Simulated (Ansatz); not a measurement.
A calculation with Ansatz 0.2.0 of RbBr (native input, structure typed inline):

input.yaml

```yaml
crystal:
  lattice:
    - [0.0, 3.427, 3.427]
    - [3.427, 0.0, 3.427]
    - [3.427, 3.427, 0.0]
  atoms:
    - { symbol: Rb, position: [0.0, 0.0, 0.0], spin: 0.5 }
    - { symbol: Br, position: [0.5, 0.5, 0.5] }
hamiltonian:
  xc: pbe
  pseudopotentials: { kind: paw }
magnetization:
  spin_polarized: true
kpoints:
  mp_grid: { grid: [7, 7, 7] }
  band_path:
    path:
      - [[0.0, 0.0, 0.0], [0.5, 0.0, 0.5], [0.5, 0.25, 0.75], [0.375, 0.375, 0.75], [0.0, 0.0, 0.0], [0.5, 0.5, 0.5], [0.625, 0.25, 0.625], [0.5, 0.25, 0.75], [0.5, 0.5, 0.5], [0.375, 0.375, 0.75]]
      - [[0.625, 0.25, 0.625], [0.5, 0.0, 0.5]]
    npoints: 14
scf:
  occupations: { method: tetrahedron }
  n_extra_bands: 6
output:
  forces: true
  stress: true
  fatbands: false
  write_density: true
  write_potential: true
  elf: true
  volumetric_format: npy
```

Potentials or basis: Ansatz PAW.

Run with:

```sh
$ ansatz run input.yaml --threads 2 --pin off --max-ram 5120MiB --backend cpu --events-out ev --progress --plain --runs-dir out
```

**Question.** Write the same calculation in another form: ASE script, structure from a POSCAR.

**Answer.** As run:

The input run.py:

```python
import json

import ase.io
import numpy as np

import ansatz as az

atoms = ase.io.read("POSCAR", format="vasp")
atoms.set_initial_magnetic_moments([0.5, 0.0])

calculation = (
    az.Crystal.from_ase(atoms)
    .calculation()
    .kpoints(7, 7, 7)
    .functional("pbe")
    .pseudopotentials(kind="paw")
    .spin("collinear")
    .scf(extra_bands=6)
    .occupations(method="tetrahedron")
    .band_structure(path=(((0.0, 0.0, 0.0), (0.5, 0.0, 0.5), (0.5, 0.25, 0.75), (0.375, 0.375, 0.75), (0.0, 0.0,
        0.0), (0.5, 0.5, 0.5), (0.625, 0.25, 0.625), (0.5, 0.25, 0.75), (0.5, 0.5, 0.5), (0.375, 0.375, 0.75)),
        ((0.625, 0.25, 0.625), (0.5, 0.0, 0.5))), intervals=14)
    .density()
    .potential()
    .output_files(volumetric_format="npy")
    .electron_localization_function()
    .forces()
    .stress()
)
outcome = calculation.run(threads=2, events_out="events.jsonl")

report = outcome.report
for line in open("events.jsonl"):
    event = json.loads(line)
    if event["event"] == "scf_iter":
        d = event["data"]
        print(f"SCF {d['iter']:3d}  HF = {d['harris_foulkes_ev']:.6f} eV  dr2 = {d['dr2_ev']:.2e} eV")
    elif event["event"] in ("relax_step", "md_step"):
        d = event["data"]
        print(f"{event['event']} {d['step']:3d}  E = {d['lagrangian_ev']:.6f} eV")
np.set_printoptions(precision=5, suppress=True, linewidth=110)
print("converged:", report["converged"], "after", report["n_iterations"], "iterations")
print(f"free energy {report['free_energy_ev']:.6f} eV, Fermi level {report['fermi_energy_ev']:.4f} eV")
for key in ("band_edges_ev", "magnetization_mub", "site_moments_mub", "site_moments_nc_mub", "forces_ev_ang",
                "stress_gpa", "kpoints_frac", "eigenvalues_ev"):
    if report.get(key) is not None:
        print(key, np.array(report[key]), sep="\n")
```

The input POSCAR:

```
RbBr
1.0
    0.0000000000      3.4270000000      3.4270000000
    3.4270000000      0.0000000000      3.4270000000
    3.4270000000      3.4270000000      0.0000000000
Rb Br
1 1
Direct
    0.0000000000      0.0000000000      0.0000000000
    0.5000000000      0.5000000000      0.5000000000
```

Potentials or basis: Ansatz PAW.

Command:

```console
$ python run.py
```

Both were run:

|  | native input, structure typed inline | ASE script, structure from a POSCAR |
| --- | --- | --- |
| Pressure | 1.0 GPa | 1.0 GPa |
| Band gap on the k mesh | 4.36 eV, direct | 4.36 eV, direct |
| Band gap along the path | 4.36 eV, direct | 4.36 eV, direct |
| Net moment | 0.00 μB per cell | 0.00 μB per cell |
| Absolute moment | 0.00 μB per cell | 0.00 μB per cell |

Keys that steer only the numerical path or the files written may differ.

Caveat: with tetrahedron occupations forces and stress needn't match the slope of the energy; the starting moments weren't kept.
